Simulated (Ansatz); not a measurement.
## Structure relaxation of Be₃Se

The calculation used DFT PBE, scalar-relativistic, plane waves, PAW (Ansatz). Cutoff 420 eV, Γ-centred k mesh, Gaussian smearing, no spin polarisation in the final step.

A relaxed cell is given with its space group left out.

```
CELL_PARAMETERS angstrom
3.63315 0.00000 0.00000
0.00000 3.63315 0.00000
0.00000 0.00000 3.63315
ATOMIC_POSITIONS crystal
Be 0.00000 0.50000 0.50000
Be 0.50000 0.00000 0.50000
Be 0.50000 0.50000 0.00000
Se 0.00000 0.00000 0.00000
```

The zero of energy is the elements' standard structures at the same level; no fitted shifts are applied.

(1) What space group does it have?

(2) How far does it lie from the elements in energy?

(3) Is it a metal?

Results:

(1) Pm-3m (No. 221). Conventional cell: a = 3.633 Å. Around Be lie 4 Se at 2.57 Å and 8 Be at 2.57 Å; around Se lie 12 Be at 2.57 Å.

(2) 0.68 eV/atom.

(3) Yes, bands cross the Fermi level on the 12×12×12 mesh.

The final run used a 12×12×12 mesh on its 4-atom cell and 0.10 eV smearing. The k mesh leaves about 4 meV/atom of noise in metals. The cell came from a trial start, so Be₃Se may not exist in this structure.

Cost: 2 runs of about 0.2 core-minutes in all, on Arm Neoverse V2 (shared hosts).